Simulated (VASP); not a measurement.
# Mo (Im-3m) in VASP: further runs

One crystal, Mo, is run at these levels: PBEsol; tasks: relaxation of cell and atoms, electrostatic potential.

Everything below comes from runs of VASP 6.6.1. Logs are shortened: lines on timing, memory, paths and dates and some standing lists are left out, and cuts for length are marked.

## (1) Starting point

Symmetry: Im-3m, No. 229, cubic system. The conventional cell has a = 3.130 Å, b = 3.130 Å, c = 3.130 Å, α = 90.00°, β = 90.00°, γ = 90.00°. Mo (site symmetry m-3m) has 8 Mo at 2.71 Å as nearest neighbours.

The cell was built by a generator and needn't be a form met in nature.

## (2) Relaxation of cell and atoms, PBEsol

Contents of INCAR:

```
SYSTEM = Mo
  PREC = Accurate
  ENCUT = 600
  EDIFF = 1E-7
  ISMEAR = 1
  SIGMA = 0.1
  LREAL = .FALSE.
  LASPH = .TRUE.
  NELM = 120
  ALGO = Normal
  ISIF = 3
  LWAVE = .FALSE.
  LCHARG = .FALSE.
  GGA = PS
  IBRION = 2
  NSW = 40
  EDIFFG = -0.005
```

Contents of KPOINTS:

```
Automatic mesh
0
G
  18 18 18
  0 0 0
```

Contents of POSCAR:

```
Mo
1.0
   -1.5650000000      1.5650000000      1.5650000000
    1.5650000000     -1.5650000000      1.5650000000
    1.5650000000      1.5650000000     -1.5650000000
Mo
1
Direct
    0.0000000000      0.0000000000      0.0000000000
```

Potentials or basis: VASP PAW PBE potentials, release 64 (Mo_sv).

The run is started by

```console
> cat potpaw_PBE.64/Mo_sv/POTCAR > POTCAR
> mpirun -np 1 vasp_std > vasp.out
```

OUTCAR:

```text
SYSTEM = Mo
   PREC = Accurate
   ENCUT = 600
   EDIFF = 1E-7
   ISMEAR = 1
   LREAL = .FALSE.
   LASPH = .TRUE.
   NELM = 120
   ISIF = 3
   GGA = PS
   IBRION = 2
   NSW = 40
   EDIFFG = -0.005

 ion  position               nearest neighbor table
   1  0.000  0.000  0.000-

  LATTYP: Found a body centered cubic cell.
 ALAT       =     3.1300000000

  Lattice vectors:

 A1 = (  -1.5650000000,   1.5650000000,   1.5650000000)
 A2 = (   1.5650000000,  -1.5650000000,   1.5650000000)
 A3 = (   1.5650000000,   1.5650000000,  -1.5650000000)

Analysis of symmetry for initial positions (statically):
=====================================================================
 Subroutine PRICEL returns:
 Original cell was already a primitive cell.

 Routine SETGRP: Setting up the symmetry group for a
 body centered cubic supercell.

 Subroutine GETGRP returns: Found 48 space group operations
 (whereof 48 operations were pure point group operations)
 out of a pool of 48 trial point group operations.

The static configuration has the point symmetry O_h .

Analysis of symmetry for dynamics (positions and initial velocities):
=====================================================================
 Subroutine PRICEL returns:
 Original cell was already a primitive cell.

 Routine SETGRP: Setting up the symmetry group for a
 body centered cubic supercell.

 Subroutine GETGRP returns: Found 48 space group operations
 (whereof 48 operations were pure point group operations)
 out of a pool of 48 trial point group operations.

The dynamic configuration has the point symmetry O_h .

 Subroutine INISYM returns: Found 48 space group operations
 (whereof 48 operations are pure point group operations),
 and found     1 'primitive' translations

----------------------------------------------------------------------------------------

                                     Primitive cell

  volume of cell :      15.3321

  direct lattice vectors                    reciprocal lattice vectors
    -1.565000000  1.565000000  1.565000000     0.000000000  0.319488818  0.319488818
     1.565000000 -1.565000000  1.565000000     0.319488818  0.000000000  0.319488818
     1.565000000  1.565000000 -1.565000000     0.319488818  0.319488818  0.000000000

  length of vectors
     2.710659514  2.710659514  2.710659514     0.451825419  0.451825419  0.451825419

  position of ions in fractional coordinates (direct lattice)
     0.000000000  0.000000000  0.000000000

  ion indices of the primitive-cell ions
   primitive index   ion index
                 1           1

----------------------------------------------------------------------------------------

 KPOINTS: Automatic mesh

Automatic generation of k-mesh.
 Grid dimensions read from file:
 generate k-points for:   18   18   18

 Generating k-lattice:

  Cartesian coordinates                     Fractional coordinates (reciprocal lattice)
     0.000000000  0.017749379  0.017749379     0.055555556  0.000000000  0.000000000
     0.017749379  0.000000000  0.017749379     0.000000000  0.055555556  0.000000000
     0.017749379  0.017749379  0.000000000     0.000000000  0.000000000  0.055555556

  Length of vectors
     0.025101412  0.025101412  0.025101412

  Shift w.r.t. Gamma in fractional coordinates (k-lattice)
     0.000000000  0.000000000  0.000000000

 Subroutine IBZKPT returns following result:
 ===========================================

 Found    195 irreducible k-points:

 Following reciprocal coordinates:
            Coordinates               Weight
  0.000000  0.000000  0.000000      1.000000
  0.055556  0.000000  0.000000     12.000000
  0.111111  0.000000  0.000000     12.000000
  0.166667  0.000000  0.000000     12.000000
  0.222222  0.000000  0.000000     12.000000
  0.277778  0.000000  0.000000     12.000000
[... 16 lines left out ...]
  0.333333  0.111111 -0.000000     48.000000
  0.388889  0.111111  0.000000     48.000000
 [... further k-points ...]
   k-points           NKPTS =    195   k-points in BZ     NKDIM =    195   number of bands    NBANDS=     11
   number of dos      NEDOS =    301   number of ions     NIONS =      1
   total plane-waves  NPLWV =  13824
   dimension x,y,z NGX =    24 NGY =   24 NGZ =   24
   dimension x,y,z NGXF=    48 NGYF=   48 NGZF=   48
   ions per type =               1
   NGX,Y,Z   is equivalent  to a cutoff of  14.72, 14.72, 14.72 a.u.
   NGXF,Y,Z  is equivalent  to a cutoff of  29.44, 29.44, 29.44 a.u.
 SYSTEM =  Mo
   PREC   = accura    normal or accurate (medium, high low for compatibility)
   ISTART =      0    job   : 0-new  1-cont  2-samecut
   ICHARG =      2    charge: 1-file 2-atom 10-const
   ISPIN  =      1    spin polarized calculation?
   LNONCOLLINEAR =      F non collinear calculations
   LSORBIT =      F    spin-orbit coupling
   LASPH  =      T    aspherical Exc in radial PAW
   ENCUT  =  600.0 eV  44.10 Ry    6.64 a.u.   5.41  5.41  5.41*2*pi/ulx,y,z
   NELM   =    120;   NELMIN=  2; NELMDL= -5     # of ELM steps
   EDIFF  = 0.1E-06   stopping-criterion for ELM
   LREAL  =      F    real-space projection
   EDIFFG = -.5E-02   stopping-criterion for IOM
   NSW    =     40    number of steps for IOM
   IBRION =      2    ionic relax: 0-MD 1-quasi-New 2-CG
   NFREE  =      1    steps in history (QN), initial steepest desc. (CG)
   ISIF   =      3    stress and relaxation
   ISYM   =      2    0-nonsym 1-usesym 2-fastsym
   POTIM  = 0.5000    time-step for ionic-motion
   TEBEG  =    0.0;   TEEND  =   0.0 temperature during run
   PSTRESS=    0.0 pullay stress
   NELECT =      14.0000    total number of electrons
   NUPDOWN=      -1.0000    fix difference up-down
   EMIN   =  10.00;   EMAX   =-10.00  energy-range for DOS
   EFERMI =   0.00;   METHOD = LEGACY
   ISMEAR =     1;   SIGMA  =   0.10  broadening in eV -4-tet -1-fermi 0-gaus
   EFERMI_NEDOS =   21; number of points for ismear=-14 and -15
   IALGO  =     38    algorithm
   IMIX   =      4    mixing-type and parameters
     AMIX     =   0.40;   BMIX     =  1.00
     AMIX_MAG =   1.60;   BMIX_MAG =  1.00
  volume/ion in A,a.u.               =      15.33       103.47
  Fermi-wavevector in a.u.,A,eV,Ry     =   1.588241  3.001341 34.320841  2.522511
  Thomas-Fermi vector in A             =   2.687275
   LORBIT       =      0    0 simple, 1 ext, 2 COOP (PROOUT), +10 PAW based schemes
   GGA     = PS    functional components
   LHFCALC =     F    Hartree Fock is set to
   AEXX    =    0.0000 exact exchange contribution
   IVDW    =     0    specifies the selected vdW correction
   LEPSILON=     F    determine dielectric tensor
   LRPA    =     F    only Hartree local field effects (RPA)
 conjugate gradient relaxation of ions
 non-spin polarized calculation
 Methfessel and Paxton  Order N= 1 SIGMA  =   0.10
  energy-cutoff  :      600.00
  volume of cell :       15.33
 maximum number of plane-waves:       531
 NGX is ok and might be reduce to    24
   NGX = 11   NGY = 11   NGZ = 11

--------------------------------------- Ionic step        1  -------------------------------------------

 number of electron      14.0000000 magnetization

 Free energy of the ion-electron system (eV)
  ---------------------------------------------------
  ext. energy  EPLUGINS =         0.00000000
  ---------------------------------------------------
  free energy    TOTEN  =       -11.77697765 eV

  energy without entropy =      -11.77737445  energy(sigma->0) =      -11.77710992

------------------------ aborting loop because EDIFF is reached ----------------------------------------

  FORCE on cell =-STRESS in cart. coord.  units (eV):
  Direction    XX          YY          ZZ          XY          YZ          ZX
  --------------------------------------------------------------------------------------
  -------------------------------------------------------------------------------------
  Total        0.0208294      0.0208294      0.0208294      0.0000000      0.0000000      0.0000000
  in kB        2.1766240      2.1766240      2.1766240      0.0000000      0.0000000      0.0000000
  external PRESSURE =       2.1766240 kB  Pullay stress =       0.0000000 kB
[... 55 lines left out ...]
  energy  without entropy=      -11.7772967948  energy(sigma->0) =      -11.77704286

--------------------------------------- Ionic step        3  -------------------------------------------

 number of electron      14.0000001 magnetization

 Free energy of the ion-electron system (eV)
  ---------------------------------------------------
  ext. energy  EPLUGINS =         0.00000000
  ---------------------------------------------------
  free energy    TOTEN  =       -11.77698521 eV

  energy without entropy =      -11.77737805  energy(sigma->0) =      -11.77711616

 E-fermi :  12.7811     XC(G=0): -13.6337

 val. band max:       12.7295231421   @ k =  -0.4444   0.5000   0.2778
 cond. band min:      12.7844917192   @ k =  -0.3889   0.4444   0.2778
 fundamental gap:      0.0549685771
 Fermi energy:        12.7810506190

 k-point     1 :       0.0000    0.0000    0.0000
  band No.  band energies     occupation
      1     -48.4297      2.00000
      2     -21.6731      2.00000
      3     -21.6731      2.00000
      4     -21.6731      2.00000
      5       5.4204      2.00000
      6      11.3633      2.00000
      7      11.3633      2.00000
      8      11.3633      2.00000
      9      14.4476     -0.00000
     10      14.4477     -0.00000
     11      27.6016      0.00000
[... 309 lines left out ...]
 k-point    24 :       0.3889    0.1111    0.0000
  band No.  band energies     occupation
      1     -48.1420      2.00000
      2     -23.0760      2.00000
      3     -22.1902      2.00000
      4     -21.7512      2.00000
      5       7.7270      2.00000
      6       9.4289      2.00000
      7      12.7880      0.88340
      8      14.3635     -0.00000
      9      15.5389      0.00000
     10      18.3217      0.00000
     11      24.7122      0.00000

 [... further k-points ...]

------------------------ aborting loop because EDIFF is reached ----------------------------------------

  FORCE on cell =-STRESS in cart. coord.  units (eV):
  Direction    XX          YY          ZZ          XY          YZ          ZX
  --------------------------------------------------------------------------------------
  -------------------------------------------------------------------------------------
  Total        0.0003226      0.0003226      0.0003226     -0.0000000     -0.0000000      0.0000000
  in kB        0.0336882      0.0336882      0.0336882     -0.0000000     -0.0000000      0.0000000
  external PRESSURE =       0.0336882 kB  Pullay stress =       0.0000000 kB
[... 16 lines left out ...]
  FREE ENERGIE OF THE ION-ELECTRON SYSTEM (eV)
  ---------------------------------------------------
  free  energy   TOTEN  =       -11.7769852146 eV

  energy  without entropy=      -11.7773780464  energy(sigma->0) =      -11.77711616

 reached required accuracy - stopping structural energy minimisation
```

Run time: 28 s. Hardware: 1 thread of Intel Xeon Platinum 8488C (Sapphire Rapids), shared host; peak memory 0.17 GiB.

Results:

```yaml
Free_energy: -11.7770 eV
Relaxed_volume: 15.34 Å³/atom
Relaxed_cell: a = 2.711 Å, b = 2.711 Å, c = 2.711 Å, α = 109.47°, β = 109.47°, γ = 109.47°
Space_group_after_relaxing_to_0.05_Å: Im-3m (No. 229)
Energy_gained_by_relaxing: 0.0 meV/atom
Ionic_steps: 3
Pressure_after_relaxing: 0.0 GPa
Band_gap_on_the_k_mesh: none (metal or under the smearing width)
```

Final structure:
```cif
data_structure
_symmetry_space_group_name_H-M 'P 1'
_symmetry_Int_Tables_number 1
_cell_length_a 2.7113
_cell_length_b 2.7113
_cell_length_c 2.7113
_cell_angle_alpha 109.471
_cell_angle_beta 109.471
_cell_angle_gamma 109.471
_cell_volume 15.34
loop_
_atom_site_label
_atom_site_type_symbol
_atom_site_fract_x
_atom_site_fract_y
_atom_site_fract_z
_atom_site_occupancy
Mo1 Mo 0.00000 0.00000 0.00000 1
```

Levels at points of the mesh, in eV from the Fermi level:
```tsv
k point	band 3	band 4	band 5	band 6	band 7	band 8	band 9	band 10	band 11
(0.00, 0.00, 0.00)	-34.45	-34.45	-7.36	-1.42	-1.42	-1.42	1.67	1.67	14.82
(0.50, 0.00, 0.00)	-34.93	-34.47	-5.48	-3.52	1.66	1.71	2.36	4.90	11.91
(0.50, 0.50, 0.50)	-35.48	-35.48	-5.63	-5.63	4.10	4.10	4.10	9.15	9.15
```

Caveat: the PAW data sets were made with another functional, which shifts forces and pressure a little.

## (3) Electrostatic potential, PBEsol

Contents of INCAR:

```
  ALGO = Normal
  EDIFF = 1E-7
  ENCUT = 520
  GGA = PS
  ISIF = 2
  ISMEAR = 1
  LASPH = T
  LCHARG = T
  LREAL = F
  LVHAR = T
  LWAVE = F
  NELM = 60
  PREC = Accurate
  SIGMA = 0.1
```

Contents of KPOINTS:

```
k-points
0
Gamma
  18 18 18
```

Contents of POSCAR:

```
Mo                                      
1.0
   -1.5653883534      1.5653883534      1.5653883534
    1.5653883534     -1.5653883534      1.5653883534
    1.5653883534      1.5653883534     -1.5653883534
  Mo            
     1
Direct
     0.0000000000000000    0.0000000000000000    0.0000000000000000
```

Potentials or basis: VASP PAW PBE potentials, release 64 (Mo_sv).

The run is started by

```console
> cat potpaw_PBE.64/Mo_sv/POTCAR > POTCAR
> mpirun -np 1 vasp_std > vasp.out
```

It took 14 s on 1 thread of Intel Xeon Platinum 8488C (Sapphire Rapids), shared host; peak memory 0.15 GiB.

The run converged. Its results:

```
Free energy            : -11.7769 eV
Pressure               : 0.1 GPa
Band gap on the k mesh : none (metal or under the smearing width)
```

Levels at points of the mesh, in eV from the Fermi level:
| k point | band 4 | band 5 | band 6 | band 7 | band 8 | band 9 | band 10 | band 11 |
| --- | --- | --- | --- | --- | --- | --- | --- | --- |
| (0.00, 0.00, 0.00) | -34.45 | -7.36 | -1.42 | -1.42 | -1.42 | 1.67 | 1.67 | 14.82 |
| (0.50, 0.00, 0.00) | -34.47 | -5.48 | -3.52 | 1.66 | 1.71 | 2.36 | 4.90 | 11.95 |
| (0.50, 0.50, 0.50) | -35.48 | -5.63 | -5.63 | 4.10 | 4.10 | 4.10 | 9.15 | 9.15 |

Caveat: the PAW data sets were made with another functional, which shifts forces and pressure a little.
